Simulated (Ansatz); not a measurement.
Hf2S:

```
Hf S
1.0
     3.37427    0.00000    0.00000
    -1.68714    2.92221    0.00000
     0.00000    0.00000   11.71741
Hf S
4 2
Direct
  0.33333 0.66667 0.10019
  0.66667 0.33333 0.60019
  0.33333 0.66667 0.39981
  0.66667 0.33333 0.89981
  0.00000 0.00000 0.25000
  0.00000 0.00000 0.75000
```

The cell comes from a database or a generator and needn't be the stable form of this composition.

Base run:

```yaml
Program: Ansatz 0.2.0
Functional: PBEsol
Potentials_or_basis: Ansatz PAW
Cutoff: "420 eV (not typed: the program's choice for these potentials)"
k_mesh: 9 × 9 × 3
Occupations: fermi-dirac, width 0.05 eV
Spin: no spin polarisation
Hubbard_terms: Hf d U = 6 eV
```

Its results: band gap on the k mesh none (metal or under the smearing width); pressure 4.8 GPa; largest force 0.090 eV/Å.

**Question.** The run is repeated on the same cell with these changes: hubbard terms from Hf d U = 6 eV to none; hubbard projectors from ortho-atomic (the default) to none. What comes out?

**Answer.** Band gap on the k mesh none (metal or under the smearing width); pressure -2.8 GPa; largest force 0.152 eV/Å.

Caveats: the PAW data sets come from PBE, with cores solved anew for the run's functional, which leaves a small shift of forces and pressure; the density of states is complete only up to the lowest level of the last band computed; U without spin polarisation on a metal has little footing (some runs).
